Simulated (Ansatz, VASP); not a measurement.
## Ir: VASP beside Ansatz

```
Ir
1.0
     0.00000    1.91560    1.91560
     1.91560    0.00000    1.91560
     1.91560    1.91560    0.00000
Ir
1
Direct
  0.00000 0.00000 0.00000
```

Alike in both runs: task single point; functional PBE; dispersion D3(BJ); k mesh 13 × 13 × 13; occupations fermi-dirac, width 0.1 eV; no spin polarisation.

|  | VASP | Ansatz |
| --- | --- | --- |
| version | VASP 6.6.1 | Ansatz 0.2.0 |
| potentials or method | VASP PAW PBE potentials, release 64 (Ir) | plane waves, PAW |
| plane-wave cutoff (eV) | 520 | 500 |
| valence electrons in the cell | 9 | 17 |

VASP gave:

```
pressure (GPa)               : 4.0
dispersion energy (meV/atom) : -739.9
```

Task: Which values does Ansatz return?

Result: Pressure (GPa): 3.3; dispersion energy (meV/atom): -740.1.

The two sets of potentials don't hold the same shells in valence.

Caveats: pairwise dispersion overbinds metals, which lowers pressure and volume. Spin-orbit coupling is left out, which matters for the levels of Ir.
